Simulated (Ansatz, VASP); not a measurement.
## One calculation of LiCl, two programs

The input INCAR:

```
SYSTEM = LiCl
PREC = Accurate
ENCUT = 520
EDIFF = 1E-6
ISMEAR = 0
SIGMA = 0.02
LREAL = .FALSE.
LASPH = .TRUE.
NELM = 60
ALGO = Normal
ISIF = 2
LWAVE = .FALSE.
LCHARG = .FALSE.
GGA = PE
NBANDS = 12
```

KPOINTS

```
regular mesh
0
G
  8 8 8
  0 0 0
```

POSCAR

```
LiCl
1.0
    0.0000000000      2.5231196997      2.5231196997
    2.5231196997      0.0000000000      2.5231196997
    2.5231196997      2.5231196997      0.0000000000
Li Cl
1 1
Direct
    0.0000000000      0.0000000000      0.0000000000
    0.5000000000      0.5000000000      0.5000000000
```

Input for Ansatz:

```yaml
crystal:
  lattice:
    - [0.0, 2.5231196997, 2.5231196997]
    - [2.5231196997, 0.0, 2.5231196997]
    - [2.5231196997, 2.5231196997, 0.0]
  atoms:
    - { symbol: Li, position: [0.0, 0.0, 0.0] }
    - { symbol: Cl, position: [0.5, 0.5, 0.5] }
basis:
  ecutwfc: 420
kpoints:
  mp_grid: { grid: [8, 8, 8] }
hamiltonian:
  xc: pbe
scf:
  occupations: { method: gaussian, width: 0.02 }
output:
  forces: true
  stress: true
  eigenvalues: true
```

Alike in both runs: task single point; functional PBE; k mesh 8 × 8 × 8; occupations gaussian, width 0.02 eV; no spin polarisation.

```csv
,VASP,Ansatz
version,VASP 6.6.1,Ansatz 0.2.0
potentials or method,"VASP PAW PBE potentials, release 64 (Li_sv, Cl)","scalar-relativistic, plane waves, PAW"
plane-wave cutoff (eV),520,420
valence electrons in the cell,10,10
```

Ansatz gave:

```
gap on the k mesh at the Fermi level (eV) : 6.62
least direct gap on the mesh (eV)         : 6.62
```

Question: Estimate VASP's values.

Answer: gap on the k mesh at the Fermi level (eV): 6.63; least direct gap on the mesh (eV): 6.63.

The functional is the same, so the differences come from potentials, cutoffs and numerics.

 A k mesh can miss the band edges.
